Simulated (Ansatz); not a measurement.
# Tc in Ansatz: the effect of strain

Tc:

```
CELL_PARAMETERS angstrom
2.73936 0.00000 0.00000
-1.36968 2.37235 0.00000
0.00000 0.00000 8.41890
ATOMIC_POSITIONS crystal
Tc 0.66667 0.33333 0.75000
Tc 0.00000 0.00000 0.50000
Tc 0.33333 0.66667 0.25000
Tc 0.00000 0.00000 0.00000
```

Alike in all runs:

```yaml
Program: Ansatz 0.2.0
Task: single point
Functional: PBEsol
Potentials_or_basis: Ansatz PAW earlier set
Cutoff: "500 eV (not typed: the program's choice for these potentials)"
k_mesh: 9 × 9 × 3
Occupations: fermi-dirac, width 0.05 eV
Spin: no spin polarisation
Kind_of_strain: uniaxial
```

| strain | pressure (GPa) |
| --- | --- |
| -0.04 | 8.8 |
| -0.02 | 1.2 |
| -0.01 | ? |
| 0 | -5.3 |
| 0.01 | -8.1 |
| 0.02 | -10.8 |
| 0.04 | -15.6 |

**Question.** What does the run with strain -0.01 give?

**Answer.** Pressure -2.2 GPa.

Worked out: A parabola through the other rows of the pressure, of slope -327 GPa per unit of strain there, gives -2.1 GPa, against the run's -2.2.

Caveats: the PAW data sets come from PBE, with cores solved anew for the run's functional, which leaves a small shift of forces and pressure.
